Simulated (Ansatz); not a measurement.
The system is CoSi.

```
CELL_PARAMETERS angstrom
4.43800 0.00000 0.00000
0.00000 4.43800 0.00000
0.00000 0.00000 4.43800
ATOMIC_POSITIONS crystal
Co 0.86000 0.64000 0.36000
Co 0.64000 0.36000 0.86000
Co 0.36000 0.86000 0.64000
Co 0.14000 0.14000 0.14000
Si 0.15700 0.34300 0.65700
Si 0.34300 0.65700 0.15700
Si 0.65700 0.15700 0.34300
Si 0.84300 0.84300 0.84300
```

Program: Ansatz 0.2.0. Alike in all runs: task single point; level r2SCAN+U; potentials or basis Ansatz PAW; spin collinear, ferromagnetic start; cell as given; k mesh 5 × 5 × 5; cutoff (eV) 500; smearing fermi-dirac 0.05 eV.

Task: Order these runs on this cell by their pressure, lowest first.
A. U Co d U = 5 eV
B. U Co d U = 4 eV
C. U Co d U = 6 eV

Result: B (4.2 GPa), A (7.1 GPa), C (11.5 GPa).

Caveats: the magnetic or orbital state may not be the lowest; the PAW data sets come from PBE, with cores solved anew for the run's functional, which leaves a small shift of forces and pressure; the U is typed as a test and isn't derived for this compound.
